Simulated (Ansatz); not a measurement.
## SnO2: a ladder of calculations

Cell of run 1: a computed structure from the Materials Project (it need not be an observed phase), atoms as given.

```cif
data_structure
_symmetry_space_group_name_H-M 'P 1'
_symmetry_Int_Tables_number 1
_cell_length_a 5.8197
_cell_length_b 5.8197
_cell_length_c 5.8197
_cell_angle_alpha 112.130
_cell_angle_beta 108.153
_cell_angle_gamma 108.164
_cell_volume 151.49
loop_
_atom_site_label
_atom_site_type_symbol
_atom_site_fract_x
_atom_site_fract_y
_atom_site_fract_z
_atom_site_occupancy
Sn1 Sn 0.99640 0.24640 0.75000 1
Sn2 Sn 0.00360 0.75360 0.25000 1
Sn3 Sn 0.50000 0.50000 0.50000 1
Sn4 Sn 0.50000 0.00000 0.00000 1
O5 O 0.19350 0.19623 0.50272 1
O6 O 0.69756 0.75406 0.94351 1
O7 O 0.19350 0.69078 0.99728 1
O8 O 0.31056 0.75406 0.55649 1
O9 O 0.68944 0.24594 0.44350 1
O10 O 0.30244 0.24594 0.05649 1
O11 O 0.80650 0.30922 0.00272 1
O12 O 0.80650 0.80377 0.49728 1
```

Sites (sets of like atoms) are named by element and the number of their first atom in this list.

All runs are DFT with Ansatz 0.2.0 (plane waves and PAW, scalar-relativistic unless spin–orbit coupling is named, Γ-centred meshes, Fermi–Dirac smearing where given) in this cell.

Run 1: PBE, atoms as given; 420 eV, 5×5×5 k-points, smearing 0.02 eV.
Run 2: r2SCAN, atoms as given; 500 eV, 5×5×5 k-points, smearing 0.02 eV.
Run 3: PBE, atoms as given; 300 eV, 5×5×5 k-points, smearing 0.02 eV; this cutoff lies below the one recommended for these PAW files.

```json
{"run": "1", "Sn1 V_zz (η)": "5.03 (0.97)", "Sn3 V_zz (η)": "5.01 (0.97)", "O V_zz (η)": "-11.31 (0.13)"}
{"run": "2", "Sn1 V_zz (η)": "?", "Sn3 V_zz (η)": "?", "O V_zz (η)": "?"}
{"run": "3", "Sn1 V_zz (η)": "4.98 (1.00)", "Sn3 V_zz (η)": "4.97 (0.99)", "O V_zz (η)": "-10.75 (0.13)"}
```

V_zz in 10²¹ V/m².

Problem. Estimate the row of run 2.

Solution. Sn1: 4.98 (0.96); Sn3: 4.96 (0.96); O: -11.05 (0.11). It lies nearest to run 1, from whose tensors on these sites it differs by 0.26 at most (largest principal value of the difference, on O). Taken one at a time, the cutoff moves the tensors on these sites by up to 0.56 (largest principal value of the change, on O), the functional (r2SCAN with its higher cutoff) by 0.26 (O).

Without spin–orbit coupling (the program notes it for Sn) the gradients can shift somewhat, as the gap is small. Without spin–orbit coupling (the program notes it for Sn) the gradients are little affected as a rule: paired runs on crystals with a gap mostly move them by under 2 % at such atoms. With these PAW files V_zz is typically within 2 to 3 % of all-electron values, but misses above 10 % occur on Sn. The cell isn't the equilibrium one in run 2 (calculated pressure -8 GPa), and the entry's cell may itself be off.
